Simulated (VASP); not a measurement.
AlN:

```
Al N
1.0
     3.11000    0.00000    0.00000
     0.00000    4.98000    0.00000
     0.00000    0.00000    5.39602
Al N
4 4
Direct
  0.00000 0.99896 0.99994
  0.50000 0.49896 0.16673
  0.50000 0.99896 0.49994
  0.00000 0.49896 0.66673
  0.00000 0.38104 0.99984
  0.50000 0.88104 0.16682
  0.50000 0.38104 0.49984
  0.00000 0.88104 0.66682
```

The cell was built by a generator and needn't be a form met in nature.

Base run:

- Program: VASP 6.6.1
- Functional: PBEsol
- Potentials or basis: VASP PAW PBE potentials, release 64 (Al, N)
- Cutoff: 520 eV
- k mesh: 6 × 4 × 4
- Occupations: gaussian, width 0.01 eV
- Spin: no spin polarisation

Its results: band gap on the k mesh 4.12 eV; pressure 0.3 GPa.

The run is repeated on the same cell with these changes: functional from PBEsol to r2SCAN. What comes out?

Band gap on the k mesh 4.87 eV; pressure -1.3 GPa.

r2SCAN gives the wider gap, since meta-GGAs in the generalised Kohn-Sham scheme recover part of the derivative discontinuity.

Caveats: the PAW data sets were made with another functional, which shifts forces and pressure a little.

A k mesh can miss the band edges.

Not every run made on this cell is shown here.
